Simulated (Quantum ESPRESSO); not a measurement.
# Ga2O3 (C2/m) in Quantum ESPRESSO: further runs

Aim: see how the results for Ga2O3 move with the level of theory and the settings. Levels: RGE2, WC. Tasks: band structure.

Program: Quantum ESPRESSO 7.5. These are calculated values, not measurements. Logs are shortened: lines on timing, memory, paths and dates and some standing lists are left out, and cuts for length are marked.

## Step 1: The structure

The structure is monoclinic, space group C2/m (No. 12). The conventional cell has a = 12.214 Å, b = 3.037 Å, c = 5.798 Å, α = 90.00°, β = 103.83°, γ = 90.00°. Ga (site symmetry m) is surrounded by 6 O at 1.94 to 2.07 Å. Ga (site symmetry m) has 4 O at 1.83 to 1.86 Å as nearest neighbours. O (site symmetry m) has 3 Ga at 1.83 to 1.94 Å as nearest neighbours. O (site symmetry m) has 4 Ga at 1.86 to 2.07 Å as nearest neighbours. O (site symmetry m) is surrounded by 3 Ga at 1.83 to 1.94 Å.

## Step 2: Band structure, RGE2

pw.in reads:

```
&CONTROL
  calculation = 'scf'
  prefix = 'pwscf'
  outdir = './tmp'
  pseudo_dir = './pseudo'
  tprnfor = .true.
  tstress = .true.
  disk_io = 'low'
/
&SYSTEM
  ibrav = 0
  nat = 10
  ntyp = 2
  ecutwfc = 84
  nbnd = 57
  input_dft = 'XC-000I-000I-142L-143L-000I-000I'
  occupations = 'smearing'
  smearing = 'fd'
  degauss = 0.00367493
/
&ELECTRONS
  conv_thr = 2d-09
  electron_maxstep = 120
  mixing_beta = 0.5
/
ATOMIC_SPECIES
Ga    69.7230 Ga.upf
O     15.9990 O.upf
CELL_PARAMETERS bohr
  11.5405574431   -2.8696436066    0.0000000000
  11.5405574431    2.8696436066    0.0000000000
  -2.6191394250    0.0000000000   10.6391745941
ATOMIC_POSITIONS bohr
Ga     6.0818304925    0.0000000000    7.2982609880
Ga    14.3801449687    0.0000000000    3.3409136060
Ga    20.4543027511    0.0000000000    2.1852864616
Ga     0.0076727101    0.0000000000    8.4538881324
O      9.6881217656    0.0000000000    7.9091623932
O     10.7738536956    0.0000000000    2.7300122008
O     17.9371175756    0.0000000000    4.6471914627
O      2.5248578856    0.0000000000    5.9919831314
O     16.9527135712    0.0000000000    9.4709932236
O      3.5092618899    0.0000000000    1.1681813704
K_POINTS automatic
6 6 4 0 0 0
```

bands.in reads:

```
&CONTROL
  calculation = 'bands'
  prefix = 'pwscf'
  outdir = './tmp'
  pseudo_dir = './pseudo'
  disk_io = 'low'
  verbosity = 'high'
/
&SYSTEM
  ibrav = 0
  nat = 10
  ntyp = 2
  ecutwfc = 84
  nbnd = 57
  input_dft = 'XC-000I-000I-142L-143L-000I-000I'
  occupations = 'smearing'
  smearing = 'fd'
  degauss = 0.00367493
/
&ELECTRONS
  conv_thr = 1d-08
  electron_maxstep = 120
  mixing_beta = 0.5
  diago_full_acc = .true.
/
ATOMIC_SPECIES
Ga    69.7230 Ga.upf
O     15.9990 O.upf
CELL_PARAMETERS bohr
  11.5405574431   -2.8696436066    0.0000000000
  11.5405574431    2.8696436066    0.0000000000
  -2.6191394250    0.0000000000   10.6391745941
ATOMIC_POSITIONS bohr
Ga     6.0818304925    0.0000000000    7.2982609880
Ga    14.3801449687    0.0000000000    3.3409136060
Ga    20.4543027511    0.0000000000    2.1852864616
Ga     0.0076727101    0.0000000000    8.4538881324
O      9.6881217656    0.0000000000    7.9091623932
O     10.7738536956    0.0000000000    2.7300122008
O     17.9371175756    0.0000000000    4.6471914627
O      2.5248578856    0.0000000000    5.9919831314
O     16.9527135712    0.0000000000    9.4709932236
O      3.5092618899    0.0000000000    1.1681813704
K_POINTS crystal
60
 0.0000000000  0.5000000000  0.0000000000 1
 0.0000000000  0.4444444444  0.0000000000 1
 0.0000000000  0.3888888889  0.0000000000 1
 0.0000000000  0.3333333333  0.0000000000 1
 0.0000000000  0.2777777778  0.0000000000 1
 0.0000000000  0.2222222222  0.0000000000 1
 0.0000000000  0.1666666667  0.0000000000 1
 0.0000000000  0.1111111111  0.0000000000 1
 0.0000000000  0.0555555556  0.0000000000 1
 0.0000000000  0.0000000000  0.0000000000 1
 0.0000000000  0.0000000000 -0.1250000000 1
 0.0000000000  0.0000000000 -0.2500000000 1
 0.0000000000  0.0000000000 -0.3750000000 1
 0.0000000000  0.0000000000 -0.5000000000 1
 0.0000000000  0.5000000000 -0.5000000000 1
 0.0000000000  0.4545454545 -0.4545454545 1
 0.0000000000  0.4090909091 -0.4090909091 1
 0.0000000000  0.3636363636 -0.3636363636 1
 0.0000000000  0.3181818182 -0.3181818182 1
 0.0000000000  0.2727272727 -0.2727272727 1
 0.0000000000  0.2272727273 -0.2272727273 1
 0.0000000000  0.1818181818 -0.1818181818 1
 0.0000000000  0.1363636364 -0.1363636364 1
 0.0000000000  0.0909090909 -0.0909090909 1
 0.0000000000  0.0454545455 -0.0454545455 1
 0.0000000000  0.0000000000  0.0000000000 1
-0.0833333333 -0.0833333333  0.0833333333 1
-0.1666666667 -0.1666666667  0.1666666667 1
-0.2500000000 -0.2500000000  0.2500000000 1
-0.3333333333 -0.3333333333  0.3333333333 1
-0.4166666667 -0.4166666667  0.4166666667 1
-0.5000000000 -0.5000000000  0.5000000000 1
-0.5000000000  0.0000000000  0.5000000000 1
-0.4545454545  0.0000000000  0.4545454545 1
-0.4090909091  0.0000000000  0.4090909091 1
-0.3636363636  0.0000000000  0.3636363636 1
-0.3181818182  0.0000000000  0.3181818182 1
-0.2727272727  0.0000000000  0.2727272727 1
-0.2272727273  0.0000000000  0.2272727273 1
-0.1818181818  0.0000000000  0.1818181818 1
-0.1363636364  0.0000000000  0.1363636364 1
-0.0909090909  0.0000000000  0.0909090909 1
-0.0454545455  0.0000000000  0.0454545455 1
 0.0000000000  0.0000000000  0.0000000000 1
-0.1000000000 -0.1000000000  0.0000000000 1
-0.2000000000 -0.2000000000  0.0000000000 1
-0.3000000000 -0.3000000000  0.0000000000 1
-0.4000000000 -0.4000000000  0.0000000000 1
-0.5000000000 -0.5000000000  0.0000000000 1
-0.5000000000  0.0000000000  0.0000000000 1
-0.4500000000  0.0000000000  0.0000000000 1
-0.4000000000  0.0000000000  0.0000000000 1
-0.3500000000  0.0000000000  0.0000000000 1
-0.3000000000  0.0000000000  0.0000000000 1
-0.2500000000  0.0000000000  0.0000000000 1
-0.2000000000  0.0000000000  0.0000000000 1
-0.1500000000  0.0000000000  0.0000000000 1
-0.1000000000  0.0000000000  0.0000000000 1
-0.0500000000  0.0000000000  0.0000000000 1
 0.0000000000  0.0000000000  0.0000000000 1
```

Potentials or basis: PseudoDojo 0.4.1 SR PBE standard.

Launch:

```bash
OMP_NUM_THREADS=1 pw.x -in pw.in > pw.out
OMP_NUM_THREADS=1 pw.x -in bands.in > bands.out
```

pw.out:

```text
This program is part of the open-source Quantum ESPRESSO suite
     for quantum simulation of materials; please cite
         "P. Giannozzi et al., J. Phys.:Condens. Matter 21 395502 (2009);
         "P. Giannozzi et al., J. Phys.:Condens. Matter 29 465901 (2017);
         "P. Giannozzi et al., J. Chem. Phys. 152 154105 (2020);
     in publications or presentations arising from this work. More details at

     IMPORTANT: XC functional enforced from input :
     Exchange-correlation= XC-000I-000I-142L-143L-000I-000I
                           (   0   0 142 143   0   0   0)
     Any further DFT definition will be discarded
     Please, verify this is what you really want

     Message from routine setup:
     using ibrav=0 with symmetry is DISCOURAGED, use correct ibrav instead

     G-vector sticks info
     --------------------
     sticks:   dense  smooth     PW     G-vecs:    dense   smooth      PW
     Sum        1767    1767    545                73341    73341   12377

     Using Slab Decomposition

     bravais-lattice index     =            0
     lattice parameter (alat)  =      11.8920  a.u.
     unit-cell volume          =     704.6812 (a.u.)^3
     number of atoms/cell      =           10
     number of atomic types    =            2
     number of electrons       =        88.00
     number of Kohn-Sham states=           57
     kinetic-energy cutoff     =      84.0000  Ry
     charge density cutoff     =     336.0000  Ry
     scf convergence threshold =      2.0E-09
     mixing beta               =       0.5000
     number of iterations used =            8  plain     mixing
     Exchange-correlation= XC-000I-000I-142L-143L-000I-000I
                           (   0   0 142 143   0   0   0)

     celldm(1)=  11.891986  celldm(2)=   0.000000  celldm(3)=   0.000000
     celldm(4)=   0.000000  celldm(5)=   0.000000  celldm(6)=   0.000000

     crystal axes: (cart. coord. in units of alat)
               a(1) = (   0.970448  -0.241309   0.000000 )
               a(2) = (   0.970448   0.241309   0.000000 )
               a(3) = (  -0.220244   0.000000   0.894651 )

     reciprocal axes: (cart. coord. in units 2 pi/alat)
               b(1) = (  0.515226 -2.072032  0.126838 )
               b(2) = (  0.515226  2.072032  0.126838 )
               b(3) = ( -0.000000  0.000000  1.117755 )

     PseudoPot. # 1 for Ga read from file:
     Ga.upf
     Pseudo is Norm-conserving + core correction, Zval = 13.0
     Generated using ONCVPSP code by D. R. Hamann
     Using radial grid of 1902 points,  6 beta functions with:
                l(1) =   0
                l(2) =   0
                l(3) =   1
                l(4) =   1
                l(5) =   2
                l(6) =   2

     PseudoPot. # 2 for O  read from file:
     O.upf
     Pseudo is Norm-conserving + core correction, Zval =  6.0
     Generated using ONCVPSP code by D. R. Hamann
     Using radial grid of  936 points,  5 beta functions with:
                l(1) =   0
                l(2) =   0
                l(3) =   1
                l(4) =   1
                l(5) =   2

     atomic species   valence    mass     pseudopotential
     Ga               13.00    69.72300     Ga( 1.00)
[... 156 lines left out ...]
     End of self-consistent calculation

          k = 0.0000 0.0000 0.0000 (  9163 PWs)   bands (ev):

    -9.8291  -8.6624  -8.6302  -8.5068  -8.0294  -8.0227  -3.8803  -3.8449
    -3.8394  -3.7856  -3.6640  -3.6469  -3.6415  -3.6290  -3.5779  -3.4616
    -3.4481  -3.4405  -3.3994  -3.3890  -3.3789  -3.3653  -3.3237  -3.2287
    -3.0571  -3.0241   2.0534   3.1361   4.3156   4.8704   5.5162   6.3800
     6.4881   6.8546   7.0849   7.1504   7.4213   7.4764   8.0893   8.3816
     8.4143   8.6030   8.7886   9.0573  11.5371  14.8330  15.8173  15.9183
    16.8347  17.8057  18.5134  18.5536  20.3088  21.4844  21.7350  21.8961
    21.9434
[... 311 lines left out ...]
    -8.6393  -8.4819  -8.3863  -8.3170  -8.0572  -8.0421  -3.7437  -3.7189
    -3.6992  -3.6830  -3.6811  -3.6381  -3.5762  -3.5657  -3.5417  -3.5083
    -3.4333  -3.3693  -3.3518  -3.3467  -3.3207  -3.3055  -3.0025  -2.8879
    -2.6318  -2.6105   2.3662   2.7721   2.9107   3.3902   4.2855   4.5699
     5.0877   5.7277   5.8511   6.2558   6.9546   7.1959   7.5197   7.6087
     8.0864   8.2931   8.4187   8.7068  15.2078  16.3185  16.5584  16.8393
    17.0248  17.8946  18.7669  19.5938  19.9824  20.5702  21.1632  21.4199
    21.6953

          k = 0.0000-0.6907 0.0000 (  9159 PWs)   bands (ev):

    -9.1293  -8.4627  -8.4353  -8.2833  -8.0347  -8.0310  -3.7831  -3.7342
    -3.7238  -3.7006  -3.6666  -3.6479  -3.6114  -3.6077  -3.5406  -3.5179
    -3.5074  -3.4009  -3.3897  -3.3655  -3.3481  -3.2110  -3.0497  -2.9925
    -2.7477  -2.6478   2.2978   2.6506   2.9439   3.9119   4.7572   5.3953
     5.5828   5.8940   6.0247   6.6215   6.6602   7.3193   7.5128   7.8724
     7.9447   8.3677   8.3683   9.0050  14.8378  15.3344  16.1796  16.6725
    18.1293  18.3992  18.5648  19.0262  19.5279  20.4326  20.5983  21.4067
    22.0880

          k = 0.0000-0.6907 0.2794 (  9158 PWs)   bands (ev):

    -9.0549  -8.5351  -8.4313  -8.2585  -8.0949  -8.0156  -3.7766  -3.7387
    -3.7106  -3.6849  -3.6580  -3.6488  -3.6173  -3.6048  -3.5537  -3.5028
    -3.4992  -3.4084  -3.3835  -3.3627  -3.3456  -3.2408  -3.0457  -3.0246
    -2.8103  -2.6634   2.5184   2.7871   3.3357   4.1398   4.5661   4.8069
     5.3795   5.9471   6.1410   6.4280   6.7924   7.0590   7.6395   7.7208
     8.0292   8.2305   8.5147   8.7812  15.1326  15.4102  16.6615  17.0265
    18.0774  18.5297  18.7288  18.9603  19.5699  20.1952  20.8368  21.4475
    21.6635

          k = 0.0000-0.6907-0.5589 (  9156 PWs)   bands (ev):

    -8.9399  -8.6626  -8.4105  -8.2340  -8.1201  -8.0371  -3.7572  -3.7553
    -3.6932  -3.6883  -3.6563  -3.6334  -3.6108  -3.6020  -3.5518  -3.5120
    -3.4678  -3.4346  -3.3684  -3.3620  -3.3262  -3.3104  -3.0517  -3.0487
    -2.7964  -2.7373   2.8762   2.9166   3.8708   3.9632   4.5934   4.7570
     5.2056   5.2499   6.1877   6.4013   6.7414   6.8793   7.7831   7.8362
     7.8690   8.2142   8.5561   8.6381  15.3772  15.5069  17.3816  17.4415
    18.0431  18.3657  18.6478  19.0533  19.8890  20.1569  20.7719  20.8889
    21.7633
[... 113 lines left out ...]
    -8.8220  -8.6420  -8.5087  -8.2642  -8.1698  -8.0152  -3.7665  -3.7502
    -3.7093  -3.6835  -3.6470  -3.6151  -3.6018  -3.6011  -3.5841  -3.5138
    -3.4758  -3.4552  -3.3809  -3.3557  -3.3230  -3.3186  -3.2637  -3.0962
    -2.6443  -2.5545   3.2239   3.3708   3.4960   3.5975   4.6271   4.6836
     5.0506   5.6158   6.0853   6.4663   6.6979   6.7631   7.6427   7.9021
     7.9268   8.1885   8.2379   8.7171  15.8394  16.0150  16.6718  16.7694
    17.8484  18.1059  19.1495  19.2316  20.7172  20.7525  21.1121  21.2612
    21.4036

          k =-0.5152 0.0000-0.1268 (  9172 PWs)   bands (ev):

    -9.4666  -9.3167  -8.6399  -8.2334  -8.0407  -8.0260  -3.8919  -3.8526
    -3.8395  -3.7951  -3.6677  -3.6602  -3.6521  -3.6208  -3.6003  -3.5616
    -3.4854  -3.4616  -3.4487  -3.4417  -3.3700  -3.3289  -3.3192  -3.2593
    -3.1465  -2.4247   2.0666   2.8537   4.3304   4.9318   5.8983   6.3126
     6.5735   6.8303   6.9967   7.0937   7.5514   7.5704   7.8421   7.9963
     8.3910   8.3966   8.6563   8.9207  13.7036  13.9427  14.9177  15.7206
    17.0556  17.3929  18.3362  18.6723  20.1016  21.2131  21.5965  22.2071
    22.6395

          k =-0.5152 0.0000 0.1526 (  9183 PWs)   bands (ev):

    -9.4545  -9.1707  -8.7319  -8.3120  -8.1582  -7.9385  -3.8789  -3.8535
    -3.8442  -3.7999  -3.7556  -3.7110  -3.6378  -3.6262  -3.5971  -3.5672
    -3.4829  -3.4728  -3.4522  -3.4222  -3.3717  -3.3395  -3.3190  -3.2729
    -2.9641  -2.4714   2.5240   3.1158   4.3548   4.8802   5.6160   6.0552
     6.0874   6.6253   6.9747   6.9884   7.2836   7.7586   8.0293   8.2516
     8.3690   8.4387   8.5687   8.9851  13.8343  14.4542  15.2141  15.4353
    16.3095  17.6215  18.3192  18.8959  20.4465  21.4201  21.8087  22.1618
    22.5620

          k =-0.5152 0.0000-0.6857 (  9190 PWs)   bands (ev):

    -9.4112  -9.0045  -8.8221  -8.4860  -8.1653  -7.9190  -3.8604  -3.8519
    -3.8509  -3.8287  -3.7805  -3.7770  -3.6455  -3.5857  -3.5842  -3.5599
    -3.5206  -3.5109  -3.4247  -3.4242  -3.3733  -3.3477  -3.3187  -3.2761
    -2.7618  -2.5672   3.3625   3.6536   3.8396   4.4071   5.4332   5.8833
     6.1269   6.3676   6.6224   6.8963   7.2247   7.8262   8.1723   8.3622
     8.4325   8.4552   8.4845   9.0744  14.3233  14.4298  15.3729  15.6898
    16.0575  16.6819  18.8126  19.3125  20.7987  21.1903  22.0304  22.2197
    22.3147

     the Fermi energy is    10.3798 ev

!    total energy              =    -808.28313754 Ry
     estimated scf accuracy    <          9.5E-10 Ry
     smearing contrib. (-TS)   =      -0.00000000 Ry
     internal energy E=F+TS    =    -808.28313754 Ry

     The total energy is F=E-TS. E is the sum of the following terms:
     one-electron contribution =    -255.67417199 Ry
     hartree contribution      =     209.33654858 Ry
     xc contribution           =    -216.23472073 Ry
     ewald contribution        =    -545.71079340 Ry

     convergence has been achieved in  11 iterations

     Forces acting on atoms (cartesian axes, Ry/au):

     atom    1 type  1   force =     0.00044602    0.00000000   -0.00366307
     atom    2 type  1   force =    -0.00044602   -0.00000000    0.00366307
     atom    3 type  1   force =    -0.00333578    0.00000000   -0.00232287
     atom    4 type  1   force =     0.00333578    0.00000000    0.00232287
     atom    5 type  2   force =    -0.00601556   -0.00000000   -0.00146592
     atom    6 type  2   force =     0.00601556    0.00000000    0.00146592
     atom    7 type  2   force =    -0.00042139   -0.00000000    0.00303272
     atom    8 type  2   force =     0.00042139   -0.00000000   -0.00303272
     atom    9 type  2   force =    -0.00607963    0.00000000    0.00203403
     atom   10 type  2   force =     0.00607963   -0.00000000   -0.00203403

     Total force =     0.015424     Total SCF correction =     0.000048

     Computing stress (Cartesian axis) and pressure

          total   stress  (Ry/bohr**3)                   (kbar)     P=       63.07
   0.00042158  -0.00000000   0.00000333           62.02       -0.00        0.49
  -0.00000000   0.00046548   0.00000000           -0.00       68.47        0.00
   0.00000333  -0.00000000   0.00039911            0.49       -0.00       58.71

=------------------------------------------------------------------------------=
   JOB DONE.
=------------------------------------------------------------------------------=
```

Wall time 13 min (1 thread of AMD EPYC 7B13 (Zen 3), shared host); peak memory 0.58 GiB.

Results:

| Quantity | Value |
| --- | --- |
| Free energy | -10997.2523 eV |
| Pressure | 6.3 GPa |
| Largest force | 0.165 eV/Å |
| Band gap on the k mesh | 2.46 eV, indirect (least direct gap 2.48 eV) |
| Band gap along the path | 2.46 eV, indirect (least direct gap 2.48 eV) |

Forces on the atoms (eV/Å):
```
Ga   0.011  0.000 -0.094
Ga  -0.011  0.000  0.094
Ga  -0.086  0.000 -0.060
Ga   0.086  0.000  0.060
O   -0.155  0.000 -0.038
O    0.155  0.000  0.038
O   -0.011  0.000  0.078
O    0.011  0.000 -0.078
O   -0.156  0.000  0.052
O    0.156  0.000 -0.052
```

Stress tensor (GPa, compression positive):
```
6.20 0.00 0.05
0.00 6.85 0.00
0.05 0.00 5.87
```

Levels at the corners of the path, in eV from the valence-band top:
```
point  band 40  band 41  band 42  band 43  band 44  band 45  band 46  band 47  band 48  band 49
    X    -1.30    -0.77    -0.72    -0.47    -0.12     5.71     6.58     7.30     7.57     8.04
    Γ    -0.69    -0.66    -0.47    -0.29    -0.02     2.46     5.76     6.74     6.84     7.76
    Y    -1.42    -0.65    -0.63    -0.51    -0.30     4.83     4.94     6.79     7.30     7.76
    L    -1.25    -1.11    -1.05    -0.74    -0.65     6.98     7.02     7.89     8.09     8.49
    Γ    -0.69    -0.66    -0.47    -0.29    -0.02     2.46     5.76     6.74     6.84     7.76
    Z    -0.71    -0.64    -0.62    -0.59     0.00     5.25     5.36     6.30     6.62     6.98
    N    -1.25    -1.11    -1.05    -0.74    -0.65     6.98     7.02     7.89     8.09     8.49
    Γ    -0.69    -0.66    -0.47    -0.29    -0.02     2.46     5.76     6.74     6.84     7.76
    M    -1.08    -0.68    -0.68    -0.42    -0.15     4.63     4.87     5.84     6.65     7.98
    R    -1.30    -0.77    -0.72    -0.47    -0.12     5.71     6.58     7.30     7.57     8.04
    Γ    -0.69    -0.66    -0.47    -0.29    -0.02     2.46     5.76     6.74     6.84     7.76
```

Caveat: the potentials were made for another functional, which shifts forces and pressure.

[end of part 1 of 2]
